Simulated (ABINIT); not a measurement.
A calculation with ABINIT 10.8.3 (patched build) of Sc (native input, structure from a POSCAR):

The input run.abi:

```
# Pseudopotentials
pp_dirpath "./"
pseudos "Sc.GGA_PBE-JTH.xml"

# Structure
structure "poscar:POSCAR"
natom 2

# Plane-wave basis
ecut 15.0
pawecutdg 30.0

# k points
kptopt 1
ngkpt 9 9 5
nshiftk 1
shiftk 0.0 0.0 0.0

# Exchange and correlation
ixc 11

# Bands and occupations
nband 15
occopt 3
tsmear 0.05 eV

# SCF cycle
nstep 100
tolvrs 1.0e-9

# Output
iomode 3
prtwf 0
prtden 0
prteig 0
prtebands 0
enunit 2
```

The input POSCAR:

```
Sc
1.0
    3.3090000000      0.0000000000      0.0000000000
   -1.6545000000      2.8656780611      0.0000000000
    0.0000000000      0.0000000000      5.2733000000
Sc
2
Direct
    0.6666666667      0.3333333333      0.7500000000  Sc
    0.3333333333      0.6666666667      0.2500000000  Sc
```

Potentials or basis: JTH PAW PBE v2.0.

Command:

```console
$ abinit run.abi > log 2>&1
```

Question: Write the same calculation in another form: ASE script, structure from a P1 CIF.

Answer: As run:

run.py

```python
import json, os
import numpy as np
from ase.units import GPa
from ase.calculators.abinit import Abinit, AbinitProfile
from ase.io import read

atoms = read('Sc.cif')

profile = AbinitProfile(command='abinit', pp_paths=[os.path.abspath('pseudos')])
params = dict(
    pps='pawxml', xc='PBE',
    ecut=408.1708,
    pawecutdg=816.3416,
    kptopt=1,
    ngkpt=[9, 9, 5],
    nshiftk=1,
    shiftk=[0.0, 0.0, 0.0],
    ixc=11,
    nband=15,
    occopt=3,
    tsmear=0.05,
    nstep=100,
    tolvrs=1e-09,
    prtwf=0,
    prtden=0,
)

atoms.calc = Abinit(profile=profile, directory='run', **params)
energy = atoms.get_potential_energy()
forces = atoms.get_forces()
stress = atoms.get_stress()
print(f'energy {energy:.6f} eV')
print('forces (eV/A)')
print(np.round(forces, 5))
print('stress (GPa, Voigt, tension positive)', np.round(stress / GPa, 4))
json.dump(dict(energy=energy, forces=forces.tolist(), stress=stress.tolist(), cell=atoms.cell.tolist(), frac=atoms.get_scaled_positions(wrap=False).tolist()), open('results.json', 'w'))
```

The input Sc.cif:

```cif
data_Sc
_cell_length_a 3.30900000
_cell_length_b 3.30900000
_cell_length_c 5.27330000
_cell_angle_alpha 90.00000000
_cell_angle_beta 90.00000000
_cell_angle_gamma 120.00000000
_space_group_name_H-M_alt 'P1'
_space_group_name_Hall 'P 1'
_space_group_IT_number 1
loop_
_space_group_symop_operation_xyz
'x,y,z'
loop_
_atom_site_label
_atom_site_type_symbol
_atom_site_symmetry_multiplicity
_atom_site_Wyckoff_symbol
_atom_site_fract_x
_atom_site_fract_y
_atom_site_fract_z
_atom_site_occupancy
Sc1 Sc 1 a 0.6666666667 0.3333333333 0.7500000000 1
Sc2 Sc 1 a 0.3333333333 0.6666666667 0.2500000000 1
```

Potentials or basis: JTH PAW PBE v2.0.

Command:

```bash
$ python run.py
```

Both were run:

|  | native input, structure from a POSCAR | ASE script, structure from a P1 CIF |
| --- | --- | --- |
| Pressure | -0.8 GPa | -0.8 GPa |
| Band gap on the k mesh | none (metal or under the smearing width) | none (metal or under the smearing width) |
| Valence electrons inside the program's atomic spheres | Sc 9.10 (radii [1.2756] Å) | Sc 9.10 (radii [1.2756] Å) |

Keys that steer only the numerical path or the files written may differ.
